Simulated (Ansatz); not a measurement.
# MgO: changing the strain (εzz = s)

```
Mg O
1.0
     0.00000    2.09700    2.09700
     2.09700    0.00000    2.09700
     2.09700    2.09700    0.00000
Mg O
1 1
Direct
  0.00000 0.00000 0.00000
  0.50000 0.50000 0.50000
```

Kept alike: task single point; functional PBEsol; k mesh 9 × 9 × 9; occupations fermi-dirac, width 0.05 eV; no spin polarisation. Program: Ansatz, Ansatz PAW, cutoff 420 eV. The mesh is that of the run's cell of 2 atoms. No spin-orbit coupling.

```csv
s,free energy over the lowest row (meV/atom)
-0.04,22.90
-0.02,7.10
-0.01,2.74
0,0.51
0.01,0.00
0.02,?
0.04,7.40
```

The cell shown is the unstrained one; x, y and z are its Cartesian axes; atoms keep their fractions. All rows use potentials made for PBE.

Fit the rows shown and predict the run at 0.02.

A least-squares cubic through the rows shown is free energy = -38015 s³ + 9172.9 s² - 132.92 s + 0.472 (largest miss 0.038); at s = 0.02 it gives 1.18 meV/atom. The run gave: free energy over the lowest row 1.15 meV/atom.
